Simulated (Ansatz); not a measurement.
Crystal: CuO (Tenorite).

```xyz
4
Lattice="2.3418 -1.7113 0.0000 2.3418 1.7113 0.0000 -0.8500 0.0000 5.0579" Properties=species:S:1:pos:R:3 pbc="T T T"
Cu    0.7459   -0.8557    2.5289
Cu    1.1709    0.8557    0.0000
O     1.7043    0.2793    3.7934
O     2.1293   -0.2793    1.2645
```

| Property | Result |
| --- | --- |
| Program | Ansatz 0.2.0 |
| Task | relaxation of cell and atoms |
| Functional | PBE |
| Potentials or basis | Ansatz PAW |
| Cutoff | 420 eV (not typed: the program's choice for these potentials) |
| k mesh | 10 × 10 × 5 |
| Occupations | fermi-dirac, width 0.05 eV |
| Spin | no spin polarisation |

At the start: volume 10.13 Å³/atom.

Q: How do energy, volume and symmetry change on relaxing?

A: It ends after 20 steps and the volume is 11.20 Å³/atom (+10.5 %); space group P4_2/mmc (No. 131, to 0.05 Å).

The path:
| step | energy change (eV) | largest force (eV/Å) | volume (Å³) |
| --- | --- | --- | --- |
| 1 | 0.0000 | 0.2627 | 40.54 |
| 2 | -0.0532 | 0.2513 | 41.89 |
| 3 | -0.0975 | 0.0933 | 43.50 |
| 4 | -0.1132 | 0.0508 | 43.65 |
| 5 | -0.1183 | 0.0014 | 43.59 |
| 6 | -0.1183 | 0.0075 | 43.68 |
| 7 | -0.1187 | 0.0008 | 43.63 |
| 8 | -0.1666 | 0.0025 | 43.63 |
| 9 | -0.1858 | 0.0050 | 44.25 |
| 10 | -0.1922 | 0.0015 | 44.64 |
| 11 | -0.1928 | 0.0005 | 44.58 |
| 12 | -0.1927 | 0.0005 | 44.59 |
| 13 | -0.2061 | 0.0022 | 44.59 |
| 14 | -0.2096 | 0.0005 | 44.73 |
| 15 | -0.2099 | 0.0009 | 44.78 |
| 16 | -0.2121 | 0.0007 | 44.78 |
| 17 | -0.2125 | 0.0005 | 44.80 |
| 18 | -0.2126 | 0.0004 | 44.80 |
| 19 | -0.2127 | 0.0002 | 44.80 |
| 20 | -0.2127 | 0.0002 | 44.80 |

Final structure:
```
Cu O
1.0
     2.08215   -2.08328    0.16379
     2.08215    2.08328    0.16379
    -0.40202    0.00000    5.13287
Cu O
2 2
Direct
  0.50000 0.00000 0.50000
  0.00000 0.50000 0.00000
  0.50008 0.49992 0.75000
  0.49992 0.50008 0.25000
```

Caveat: the plane-wave basis is chosen anew once the cell has moved, so the energies of steps on either side of that aren't comparable; the pressure holds a Pulay correction of +0.6 GPa for the finite cutoff; the run has no spin polarisation, though such a crystal can be magnetic.
